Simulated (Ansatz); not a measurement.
Computed with Ansatz 0.2.0, DFT PBE, scalar-relativistic, plane waves, PAW. Settings: cutoff 420 eV, Γ-centred meshes spaced at most about 0.3 Å⁻¹, and about 0.25 Å⁻¹ or finer for metals (2π included), Gaussian smearing. No spin polarisation.

These are static total energies at zero pressure.

Two relaxed structures of Be3Te4:

A.

```cif
data_structure
_symmetry_space_group_name_H-M 'Pmm2'
_symmetry_Int_Tables_number 25
_cell_length_a 3.8550
_cell_length_b 7.8474
_cell_length_c 12.3199
_cell_angle_alpha 90.000
_cell_angle_beta 90.000
_cell_angle_gamma 90.000
_cell_volume 372.70
loop_
_atom_site_label
_atom_site_type_symbol
_atom_site_symmetry_multiplicity
_atom_site_Wyckoff_symbol
_atom_site_fract_x
_atom_site_fract_y
_atom_site_fract_z
_atom_site_occupancy
Be1 Be 2 g 0.00000 0.24447 0.23764 1
Be2 Be 2 g 0.00000 0.27348 0.76643 1
Be3 Be 1 d 0.50000 0.50000 0.01088 1
Be4 Be 1 c 0.50000 0.00000 0.99109 1
Te1 Te 1 a 0.00000 0.00000 0.35683 1
Te2 Te 1 b 0.00000 0.50000 0.34738 1
Te3 Te 2 h 0.50000 0.31959 0.64555 1
Te4 Te 1 b 0.00000 0.50000 0.89708 1
Te5 Te 1 a 0.00000 0.00000 0.86538 1
Te6 Te 2 h 0.50000 0.24231 0.11603 1
```

B.

```cif
data_structure
_symmetry_space_group_name_H-M 'I-42m'
_symmetry_Int_Tables_number 121
_cell_length_a 5.4021
_cell_length_b 5.4021
_cell_length_c 11.8544
_cell_angle_alpha 90.000
_cell_angle_beta 90.000
_cell_angle_gamma 90.000
_cell_volume 345.94
loop_
_atom_site_label
_atom_site_type_symbol
_atom_site_symmetry_multiplicity
_atom_site_Wyckoff_symbol
_atom_site_fract_x
_atom_site_fract_y
_atom_site_fract_z
_atom_site_occupancy
Be1 Be 4 d 0.50000 0.00000 0.25000 1
Be2 Be 2 b 0.50000 0.50000 0.00000 1
Te1 Te 8 i 0.75551 0.24449 0.12591 1
```

Question: Which is lower in energy, and by how much?

Answer: A is lower, by 62 meV/atom. A has space group Pmm2 (No. 25), 26.6 Å³/atom and no gap on its mesh; B has space group I-42m (No. 121), 24.7 Å³/atom and no gap. A holds Te–Te pairs (shortest 2.83 Å); in B the shortest Te–Te distance is 3.74 Å. In A, Be on a site of symmetry m is surrounded by 4 Te at 2.42–2.44 Å; around Be on a second site of symmetry m lie 4 Te at 2.40–2.47 Å; Te on a site of symmetry mm2 is surrounded by 2 Be at 2.42 Å; 7 more sites not described. In B, around Be on a site of symmetry -4 lie 4 Te at 2.41 Å; Be on a site of symmetry -42m is surrounded by 4 Te at 2.46 Å; Te has 3 Be at 2.41–2.46 Å. Origin: A, invented, then shaken at random and relaxed again; B, invented.

No dispersion correction is applied, so the spacing and binding between layers, chains or molecules are poorly described (Pmm2), and this can change margins and order among such cells. These runs have no spin–orbit coupling, which can matter for Te. Cells relaxed within their symmetry can be saddle points.

The preference for A probably comes from partial Te–Te bonding. With Be as Be²⁺ and every Te as Te²⁻, Be₃Te₄ is short of electrons, and the balance closes only if each formula unit contains one Te₂²⁻ pair. B has no such pair: it is a zinc-blende-like framework with ordered Be vacancies, and the missing electrons leave holes in the Te 5p valence band, consistent with the absence of a gap. In A, the contact of 2.83 Å is a Te–Te single bond, whose empty σ* level takes up some of these holes. The coordinates, however, give only half the pairs needed, so A remains electron-deficient and its lack of a gap is also expected.

The calculation therefore supports A over B, but not A as the ground state of this composition. A fully paired arrangement could be electron-precise and might well lie lower. Nor does the comparison show that Be₃Te₄ would resist separation into BeTe, the well-known compound of this system, and tellurium.
